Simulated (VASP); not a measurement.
## VASP 6.6.1, PBE single-point calculation, LiF (strained rocksalt)

INCAR

```
IBRION = -1
LCHARG = .TRUE.
LASPH = .TRUE.
NBANDS = 12
ISMEAR = -1
LWAVE = .FALSE.
ISIF = 2
SIGMA = 0.02
LREAL = .FALSE.
EDIFF = 1E-7
LELF = .TRUE.
GGA = PE
ENCUT = 520
NSW = 0
PREC = Accurate
NELM = 120
```

KPOINTS

```
KPOINTS created by Atomic Simulation Environment
0
Gamma
10 10 10
0 0 0
```

KPOINTS_OPT

```
special points
6
Reciprocal
0.0000000000 0.0000000000 0.0000000000 1
0.5000000000 0.0000000000 0.5000000000 1
0.6250000000 0.2500000000 0.6250000000 1
0.3750000000 0.3750000000 0.7500000000 1
0.5000000000 0.5000000000 0.5000000000 1
0.5000000000 0.2500000000 0.7500000000 1
```

POSCAR

```
Li F
 1.0000000000000000
    -0.0670353019000000    2.0000507985999998    2.0000507985999998
     2.0000507985999998   -0.0670353019000000    2.0000507985999998
     2.0000507985999998    2.0000507985999998   -0.0670353019000000
 Li  F
   1   1
Cartesian
  0.0000000000000000  0.0000000000000000  0.0000000000000000
  1.9665331476499994  1.9665331476499994  1.9665331476499994
```

VASP ran with the recommended PBE PAW datasets (10 valence electrons in the cell).

Command

```
mpirun -np 1 vasp_std
```

From OUTCAR

```
k-points           NKPTS =    116   k-points in BZ     NKDIM =    116   number of bands    NBANDS=     12

   NELECT =      10.0000    total number of electrons

   dimension x,y,z NGX =    24 NGY =   24 NGZ =   24
   dimension x,y,z NGXF=    48 NGYF=   48 NGZF=   48

  energy-cutoff  :      520.00
  volume of cell :       16.81
      direct lattice vectors                 reciprocal lattice vectors
    -0.067035302  2.000050799  2.000050799    -0.237763674  0.246009112  0.246009112
     2.000050799 -0.067035302  2.000050799     0.246009112 -0.237763674  0.246009112
     2.000050799  2.000050799 -0.067035302     0.246009112  0.246009112 -0.237763674

 k-points in reciprocal lattice and weights: KPOINTS created by Atomic Simulation Env
   0.00000000  0.00000000  0.00000000       0.001
   0.10000000  0.00000000  0.00000000       0.006
   0.20000000  0.00000000  0.00000000       0.006
   0.30000000  0.00000000 -0.00000000       0.006
   0.40000000  0.00000000 -0.00000000       0.006
   0.50000000  0.00000000  0.00000000       0.003
   0.10000000  0.10000000  0.00000000       0.006
   0.20000000  0.10000000  0.00000000       0.012
   ...

 E-fermi :  -0.6530

 k-point     1 :       0.0000    0.0000    0.0000
  band No.  band energies     occupation
      1     -42.1807      2.00000
      2     -21.0776      2.00000
      3      -1.2567      2.00000
      4      -1.2567      2.00000
      5      -1.0159      2.00000
      6       7.6515      0.00000
      7      22.2296      0.00000
      8      22.2296      0.00000
      9      22.3298      0.00000
     10      22.3298      0.00000
     11      22.6360      0.00000
     12      24.0312      0.00000

 k-point     2 :       0.1000    0.0000    0.0000
  band No.  band energies     occupation
      1     -42.1761      2.00000
      2     -21.0432      2.00000
      3      -1.5129      2.00000
      4      -1.2727      2.00000
      5      -1.0587      2.00000
      6       7.9403      0.00000
      7      19.5326      0.00000
      8      21.0116      0.00000
      9      21.6158      0.00000
     10      23.3632      0.00000
     11      24.0390      0.00000
     12      24.6517      0.00000

 k-point     3 :       0.2000    0.0000    0.0000
  band No.  band energies     occupation
      1     -42.1636      2.00000
      2     -20.9489      2.00000
      3      -2.1636      2.00000
      4      -1.3135      2.00000
      5      -1.1278      2.00000
      6       8.5976      0.00000
      7      17.1743      0.00000
      8      19.6342      0.00000
      9      20.2249      0.00000
     10      24.6181      0.00000
     11      24.9320      0.00000
     12      26.0617      0.00000

 k-point     4 :       0.3000    0.0000   -0.0000
  band No.  band energies     occupation
      1     -42.1482      2.00000
      2     -20.8283      2.00000
      3      -2.8906      2.00000
      4      -1.3620      2.00000
      5      -1.2018      2.00000
      6       9.1902      0.00000
      7      15.7157      0.00000
      8      18.4615      0.00000
      9      19.0399      0.00000
     10      26.2114      0.00000
     11      26.2171      0.00000
     12      27.6995      0.00000

 k-point     5 :       0.4000    0.0000   -0.0000
  band No.  band energies     occupation
      1     -42.1358      2.00000
      2     -20.7268      2.00000
      3      -3.4317      2.00000
      4      -1.3996      2.00000
      5      -1.2588      2.00000
      6       9.4467      0.00000
      7      15.1425      0.00000
      8      17.6964      0.00000
      9      18.2752      0.00000
     10      27.7467      0.00000
     11      27.9090      0.00000
     12      29.3278      0.00000

 k-point     6 :       0.5000    0.0000    0.0000
  band No.  band energies     occupation
      1     -42.1310      2.00000
      2     -20.6870      2.00000
      3      -3.6299      2.00000
      4      -1.4137      2.00000
      5      -1.2801      2.00000
      6       9.4825      0.00000
      7      15.0446      0.00000
      8      17.4323      0.00000
      9      18.0120      0.00000
     10      28.7837      0.00000
     11      28.8118      0.00000
     12      30.1549      0.00000

 k-point     7 :       0.1000    0.1000    0.0000
  band No.  band energies     occupation
      1     -42.1742      2.00000
      2     -21.0277      2.00000
      3      -1.4620      2.00000
      4      -1.3582      2.00000
      5      -1.1538      2.00000
      6       8.0615      0.00000
      7      20.3101      0.00000
      8      20.3315      0.00000
      9      20.9564      0.00000
     10      21.6032      0.00000
     11      25.1292      0.00000
     12      25.7197      0.00000

 k-point     8 :       0.2000    0.1000    0.0000
  band No.  band energies     occupation
      1     -42.1641      2.00000
      2     -20.9480      2.00000
      3      -1.9874      2.00000
      4      -1.3908      2.00000
      5      -1.2442      2.00000
      6       8.6528      0.00000
      7      17.8141      0.00000
      8      19.7720      0.00000
      9      20.2376      0.00000
     10      21.6430      0.00000
     11      26.3192      0.00000
     12      27.3879      0.00000

 k-point     9 :       0.3000    0.1000   -0.0000
  band No.  band energies     occupation
      1     -42.1498      2.00000
      2     -20.8318      2.00000
      3      -2.6965      2.00000
      4      -1.4552      2.00000
      5      -1.3209      2.00000
      6       9.3455      0.00000
      7      16.0126      0.00000
      8      18.6346      0.00000
      9      19.2497      0.00000
     10      23.0492      0.00000
     11      27.5516      0.00000
     12      28.7224      0.00000

 k-point    10 :       0.4000    0.1000    0.0000
  band No.  band energies     occupation
      1     -42.1365      2.00000
      2     -20.7213      2.00000
      3      -3.2848      2.00000
      4      -1.5403      2.00000
      5      -1.3764      2.00000
      6       9.7774      0.00000
      7      15.1129      0.00000
      8      17.8336      0.00000
      9      18.4737      0.00000
     10      24.7985      0.00000
     11      28.9118      0.00000
     12      29.8870      0.00000

 k-point    11 :       0.5000    0.1000   -0.0000
  band No.  band energies     occupation
      1     -42.1294      2.00000
      2     -20.6618      2.00000
      3      -3.5749      2.00000
      4      -1.6285      2.00000
      5      -1.3725      2.00000
      6       9.8957      0.00000
      7      14.8451      0.00000
      8      17.4950      0.00000
      9      18.0740      0.00000
     10      26.6370      0.00000
     11      29.2931      0.00000
     12      30.2646      0.00000

 k-point    12 :      -0.4000    0.1000    0.0000
  band No.  band energies     occupation
      1     -42.1313      2.00000
      2     -20.6793      2.00000
      3      -3.4894      2.00000
      4      -1.6802      2.00000
      5      -1.3130      2.00000
      6       9.8751      0.00000
      7      14.8303      0.00000
      8      17.6065      0.00000
      9      18.1327      0.00000
     10      27.6486      0.00000
     11      28.5189      0.00000
     12      29.3041      0.00000

 k-point    13 :      -0.3000    0.1000    0.0000
  band No.  band energies     occupation
      1     -42.1413      2.00000
      2     -20.7661      2.00000
      3      -3.0572      2.00000
      4      -1.6653      2.00000
      5      -1.2242      2.00000
      6       9.6554      0.00000
      7      15.1835      0.00000
      8      18.1083      0.00000
      9      18.6485      0.00000
     10      26.3697      0.00000
     11      27.2190      0.00000
     12      28.7817      0.00000

 k-point    14 :      -0.2000    0.1000   -0.0000
  band No.  band energies     occupation
      1     -42.1557      2.00000
      2     -20.8850      2.00000
      3      -2.4156      2.00000
      4      -1.5764      2.00000
      5      -1.1376      2.00000
      6       9.0864      0.00000
      7      16.2889      0.00000
      8      18.8588      0.00000
      9      19.5983      0.00000
     10      25.0389      0.00000
     11      25.5665      0.00000
     12      27.7970      0.00000

 k-point    15 :      -0.1000    0.1000    0.0000
  band No.  band energies     occupation
      1     -42.1690      2.00000
      2     -20.9898      2.00000
      3      -1.8170      2.00000
      4      -1.4172      2.00000
      5      -1.0777      2.00000
      6       8.3757      0.00000
      7      18.0855      0.00000
      8      19.7325      0.00000
      9      20.8215      0.00000
     10      24.0341      0.00000
     11      24.4927      0.00000
     12      26.4076      0.00000

 ...

  Total       -0.0357393     -0.0357393     -0.0357393      0.1944522      0.1944522      0.1944522
  in kB       -3.4072832     -3.4072832     -3.4072832     18.5385167     18.5385167     18.5385167
  external PRESSURE =      -3.4072832 kB  Pullay stress =       0.0000000 kB

 POSITION                                       TOTAL-FORCE (eV/Angst)
 -----------------------------------------------------------------------------------
      0.00000      0.00000      0.00000        -0.000000      0.000000      0.000000
      1.96653      1.96653      1.96653         0.000000     -0.000000     -0.000000
 -----------------------------------------------------------------------------------
    total drift:                               -0.000000     -0.000000      0.000000

  FREE ENERGIE OF THE ION-ELECTRON SYSTEM (eV)
  ---------------------------------------------------
  free  energy   TOTEN  =        -9.6309520813 eV

  energy  without entropy=       -9.6309520813  energy(sigma->0) =       -9.63095208
```

The gap between bands v and c is 8.67 eV, the least direct gap is 8.67 eV and the pressure is -0.3 GPa.

Band v is the last that the valence electrons fill when counted band by band, and c is the next.

The run took about 15 s on one core of a shared host (Intel Xeon Platinum 8488C) and held 0.14 GiB at most.
